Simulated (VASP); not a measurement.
Output of a VASP run:

OUTCAR:
```
 ion  position               nearest neighbor table
   1  0.000  0.000  0.000-   3 2.20   3 2.20   3 2.20   2 2.20   3 2.20   2 2.20   2 2.20   2 2.20
  LATTYP: Found a face centered cubic cell.
 ALAT       =     5.0900000000
 Subroutine PRICEL returns:
 Original cell was already a primitive cell.
 Subroutine GETGRP returns: Found 48 space group operations
The static configuration has the point symmetry O_h .
The dynamic configuration has the point symmetry O_h .
 Subroutine INISYM returns: Found 48 space group operations
 Subroutine IBZKPT returns following result:
 Found    104 irreducible k-points:

 Following reciprocal coordinates:
            Coordinates               Weight
  0.000000  0.000000  0.000000      1.000000
  0.071429  0.000000  0.000000      8.000000
  0.142857  0.000000  0.000000      8.000000
  0.214286  0.000000  0.000000      8.000000
  0.285714  0.000000  0.000000      8.000000
  0.357143  0.000000  0.000000      8.000000
  0.428571  0.000000  0.000000      8.000000
  0.500000  0.000000  0.000000      4.000000
  0.071429  0.071429  0.000000      6.000000
  0.142857  0.071429  0.000000     24.000000
  0.214286  0.071429  0.000000     24.000000
  0.285714  0.071429  0.000000     24.000000
  0.357143  0.071429  0.000000     24.000000
  0.428571  0.071429  0.000000     24.000000
  0.500000  0.071429  0.000000     24.000000
 -0.428571  0.071429  0.000000     24.000000
 -0.357143  0.071429  0.000000     24.000000
 -0.285714  0.071429  0.000000     24.000000
 -0.214286  0.071429  0.000000     24.000000
 -0.142857  0.071429  0.000000     24.000000
 -0.071429  0.071429  0.000000     12.000000
  0.142857  0.142857  0.000000      6.000000
  0.214286  0.142857  0.000000     24.000000
  0.285714  0.142857  0.000000     24.000000
  0.357143  0.142857  0.000000     24.000000
  0.428571  0.142857  0.000000     24.000000
  0.500000  0.142857  0.000000     24.000000
 -0.428571  0.142857  0.000000     24.000000
 -0.357143  0.142857  0.000000     24.000000
 -0.285714  0.142857  0.000000     24.000000
 -0.214286  0.142857  0.000000     24.000000
 -0.142857  0.142857  0.000000     12.000000
  0.214286  0.214286  0.000000      6.000000
  0.285714  0.214286  0.000000     24.000000
  0.357143  0.214286  0.000000     24.000000
  0.428571  0.214286  0.000000     24.000000
  0.500000  0.214286  0.000000     24.000000
 -0.428571  0.214286  0.000000     24.000000
 -0.357143  0.214286  0.000000     24.000000
 -0.285714  0.214286  0.000000     24.000000
   k-points           NKPTS =    104   k-points in BZ     NKDIM =    104   number of bands    NBANDS=     16
   number of dos      NEDOS =    301   number of ions     NIONS =      3
   total plane-waves  NPLWV =  21952
   dimension x,y,z NGX =    28 NGY =   28 NGZ =   28
   dimension x,y,z NGXF=    56 NGYF=   56 NGZF=   56
   ions per type =               1   2
   PREC   = accura    normal or accurate (medium, high low for compatibility)
   ISTART =      0    job   : 0-new  1-cont  2-samecut
   ICHARG =      2    charge: 1-file 2-atom 10-const
   ISPIN  =      1    spin polarized calculation?
   LNONCOLLINEAR =      F non collinear calculations
   LSORBIT =      F    spin-orbit coupling
   INIWAV =      1    electr: 0-lowe 1-rand  2-diag
   ENCUT  =  520.0 eV  38.22 Ry    6.18 a.u.   6.69  6.69  6.69*2*pi/ulx,y,z
   NELM   =    100;   NELMIN=  2; NELMDL= -5     # of ELM steps
   EDIFF  = 0.1E-05   stopping-criterion for ELM
   LREAL  =      F    real-space projection
   NLSPLINE    = F    spline interpolate recip. space projectors
   LMAXMIX     =    4 max onsite mixed and CHGCAR
   VOSKOWN=      0    Vosko Wilk Nusair interpolation
   EDIFFG = 0.1E-04   stopping-criterion for IOM
   NSW    =      0    number of steps for IOM
   NBLOCK =      1;   KBLOCK =      1    inner block; outer block
   IBRION =     -1    ionic relax: 0-MD 1-quasi-New 2-CG
   NFREE  =      0    steps in history (QN), initial steepest desc. (CG)
...
```

### OSZICAR
```
       N       E                     dE             d eps       ncg     rms          rms(c)
DAV:   1     0.193952426961E+03    0.19395E+03   -0.14729E+04  3328   0.154E+03
DAV:   2    -0.270850759694E+02   -0.22104E+03   -0.21702E+03  4344   0.389E+02
DAV:   3    -0.346889249956E+02   -0.76038E+01   -0.75975E+01  4776   0.746E+01
DAV:   4    -0.349006418001E+02   -0.21172E+00   -0.21168E+00  4912   0.889E+00
DAV:   5    -0.349032560310E+02   -0.26142E-02   -0.26142E-02  4248   0.870E-01    0.249E+01
DAV:   6    -0.286286791147E+02    0.62746E+01   -0.36178E+01  3808   0.470E+01    0.991E+00
DAV:   7    -0.285853419439E+02    0.43337E-01   -0.13910E+00  4664   0.971E+00    0.621E+00
DAV:   8    -0.285589193633E+02    0.26423E-01   -0.16891E-01  4448   0.436E+00    0.448E-01
DAV:   9    -0.285594372692E+02   -0.51791E-03   -0.16447E-02  4616   0.923E-01    0.326E-01
DAV:  10    -0.285605544919E+02   -0.11172E-02   -0.51547E-03  3944   0.727E-01    0.150E-01
DAV:  11    -0.285605697574E+02   -0.15266E-04   -0.16749E-03  4472   0.345E-01    0.143E-01
DAV:  12    -0.285605127236E+02    0.57034E-04   -0.32527E-04  3736   0.146E-01    0.501E-03
DAV:  13    -0.285605142633E+02   -0.15397E-05   -0.11985E-05  4288   0.264E-02    0.310E-03
DAV:  14    -0.285605146427E+02   -0.37936E-06   -0.22862E-06  3464   0.106E-02
   1 F= -.28560515E+02 E0= -.28560515E+02  d E =-.822857E-16
```

OUTCAR:
```
------------------------ aborting loop because EDIFF is reached ----------------------------------------
  FORCE on cell =-STRESS in cart. coord.  units (eV):
  Direction    XX          YY          ZZ          XY          YZ          ZX
  --------------------------------------------------------------------------------------
  Total        0.8240724      0.8240724      0.8240724     -0.0000000      0.0000000     -0.0000000
  in kB       40.0481616     40.0481616     40.0481616     -0.0000000      0.0000000     -0.0000000
  external PRESSURE =      40.0481616 kB  Pullay stress =       0.0000000 kB
  volume of cell :       32.97
      direct lattice vectors                 reciprocal lattice vectors
     0.000000000  2.545000000  2.545000000    -0.196463654  0.196463654  0.196463654
     2.545000000  0.000000000  2.545000000     0.196463654 -0.196463654  0.196463654
     2.545000000  2.545000000  0.000000000     0.196463654  0.196463654 -0.196463654
 POSITION                                       TOTAL-FORCE (eV/Angst)
 -----------------------------------------------------------------------------------
      0.00000      0.00000      0.00000         0.000000      0.000000      0.000000
      1.27250      1.27250      1.27250         0.000000      0.000000      0.000000
      3.81750      3.81750      3.81750        -0.000000     -0.000000     -0.000000
 -----------------------------------------------------------------------------------
    total drift:                                0.000000      0.000000      0.000000
  FREE ENERGIE OF THE ION-ELECTRON SYSTEM (eV)
  ---------------------------------------------------
  free  energy   TOTEN  =       -28.5605146427 eV

  energy  without entropy=      -28.5605146427  energy(sigma->0) =      -28.56051464
```
(Selected blocks of OUTCAR.)

POSCAR:
```
ZrO2
1
    0.0000000000     2.5450000000     2.5450000000
    2.5450000000     0.0000000000     2.5450000000
    2.5450000000     2.5450000000     0.0000000000
Zr O
1 2
Direct
  0.0000000000   0.0000000000   0.0000000000
  0.2500000000   0.2500000000   0.2500000000
  0.7500000000   0.7500000000   0.7500000000
```

Write an INCAR and KPOINTS that could have produced this output.

One answer among several that fit: the input of the run itself, PBE GGA, plane waves, VASP's PBE PAW potentials (set 64).

INCAR:
```
! general
SYSTEM   = ZrO2
PREC     = Accurate
ENCUT    = 520
LREAL    = F
LASPH    = T
KSPACING = 0.16
KGAMMA   = T

! electronic loop
EDIFF    = 1E-6
NELM     = 100
ALGO     = Normal
LMAXMIX  = 4

! smearing
ISMEAR   = 0
SIGMA    = 0.05

! functional
GGA      = PE

! ions
ISIF     = 2

! output
LWAVE    = F
LCHARG   = F
```

POTCAR, in this order: Zr_sv O (PBE.64 set). Program: vasp_std.

The compound is ZrO2 in the fluorite structure, the high-temperature cubic form, which is unstable at 0 K; the monoclinic form is the stable one. The cell was not relaxed at this level. The run is one of a series of settings (KGAMMA = .TRUE., KSPACING = 0.16, KPOINTS file removed against the base run), some of them coarse on purpose.
